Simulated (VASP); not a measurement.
**Ta under changes of volume**

One of the cells (17.442 Å³/atom); the others are scaled copies at fixed shape and fractional positions:

```
CELL_PARAMETERS angstrom
-1.63373 1.63373 1.63373
1.63373 -1.63373 1.63373
1.63373 1.63373 -1.63373
ATOMIC_POSITIONS crystal
Ta 0.00000 0.00000 0.00000
```

| Item | Value |
| --- | --- |
| Program | VASP 6.6.1 |
| Functional | LDA |
| Potentials or basis | VASP PAW LDA potentials, release 64 (Ta_pv) |
| Cutoff | 520 eV |
| k mesh | 10 × 10 × 10 |
| Occupations | fermi-dirac, width 0.05 eV |
| Spin | no spin polarisation |

```tsv
volume (Å³/atom)	energy over the lowest point (meV/atom)	pressure (GPa)
16.745	?	?
17.093	5.51	4.6
17.442	0.00	0.0
17.791	4.25	-4.3
18.140	17.37	-8.1
```

**Question.** What does the run at 16.745 Å³/atom give?

**Answer.** Energy over the lowest point 21.52 meV/atom; pressure 9.5 GPa.

Worked out: A Birch-Murnaghan fit of order 2 (a polynomial in V^(-2/3)) to the other rows has its minimum at 17.46 Å³/atom with B0 = V·E''(V) = 223 GPa. It gives 21.78 meV/atom at 16.745 Å³/atom, against the run's 21.52, and -dE/dV = 10.1 GPa, against 9.5.

Energies are extrapolated to zero smearing.
